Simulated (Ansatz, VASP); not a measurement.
## One calculation of Au, two programs

```
Au
1.0
    -1.64760    1.64760    1.64760
     1.64760   -1.64760    1.64760
     1.64760    1.64760   -1.64760
Au
1
Direct
  0.00000 0.00000 0.00000
```

Alike in both runs: functional PBE; k mesh 16 × 16 × 16; occupations fermi-dirac, width 0.08 eV; no spin polarisation.

Ansatz relaxed the structure, and its values are those at the end. VASP's run is a single point on that final structure, the one shown.

```csv
,VASP,Ansatz
version,VASP 6.6.1,Ansatz 0.2.0
potentials or method,"VASP PAW PBE potentials, release 64 (Au), cutoff 520 eV","all-electron LAPW, scalar-relativistic"
```

VASP gave:

```
pressure (GPa) : 0.6
```

What did Ansatz give for the same quantities?

Pressure (GPa): 0.8.

Ansatz ran all-electron here, so the differences hold the error of VASP's frozen core and of both bases.

Spin-orbit coupling is left out, which matters for the levels of Au.
